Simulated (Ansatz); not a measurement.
## Surface calculation: hcp Li (0001), 2 layers

The slab is cut from the hcp crystal, which needn't be the stable phase, as relaxed on PAW files (20.21 Å³/atom), with 20 Å of vacuum and a dipole correction:

```yaml
crystal:
  lattice:
    - [3.05458, 0.00000, 0.00000]
    - [-1.52729, 2.64534, 0.00000]
    - [0.00000, 0.00000, 22.50140]
  atoms:
    - { symbol: Li, position: [0.83333, 0.16667, 0.44442] }
    - { symbol: Li, position: [0.16667, 0.83333, 0.55558] }
```

Level of theory: DFT with PBE, scalar-relativistic, in Ansatz 0.2.0; a Γ-centred 15×15×1 k mesh, Fermi–Dirac smearing of 0.05 eV, no spin polarisation. LAPW: all electrons, basis error target 1 meV/atom; PAW: frozen-core files, cutoff 420 eV.

The bulk energy comes from a cell in the slab's orientation on a 15×15×8 mesh. The surface energy is (E(slab) − N·E(bulk))/2A at zero smearing, the mean of both faces; thin slabs carry quantum-size effects.

The cell is 1×1, so reconstructions are forbidden, and in slabs of four or five layers the relaxations can be far larger than at a real surface.

**Question.** As cut, the LAPW slab lies 0.513 eV above 2 atoms of bulk. What surface energy is that?

**Answer.** Over two faces of 8.08 Å² it is 31.8 meV/Å², and times 16.02 J/m² per eV/Å² that gives γ = 0.509 J/m².

**Question.** What do relaxation and the other method give, and what work function comes out?

**Answer.** 

```tsv
method	γ as cut (J/m²)	γ relaxed (J/m²)	Φ as cut (eV)	Φ relaxed (eV)
LAPW	0.509	0.498	3.38	3.40
PAW	0.509	0.498	3.39	3.40
```

**Question.** How do the spacings between the planes relax?

**Answer.** From the bottom face up: d12 -6.3 % of 2.501 Å.

**Question.** What changes if the vacuum is set to 7 Å?

**Answer.** LAPW then gives: no gap, work function 2.91 (top) and 3.05 (bottom) eV; PAW: no gap, work function 3.02 (top) and 3.06 (bottom) eV. The program warns that the vacuum is too thin.
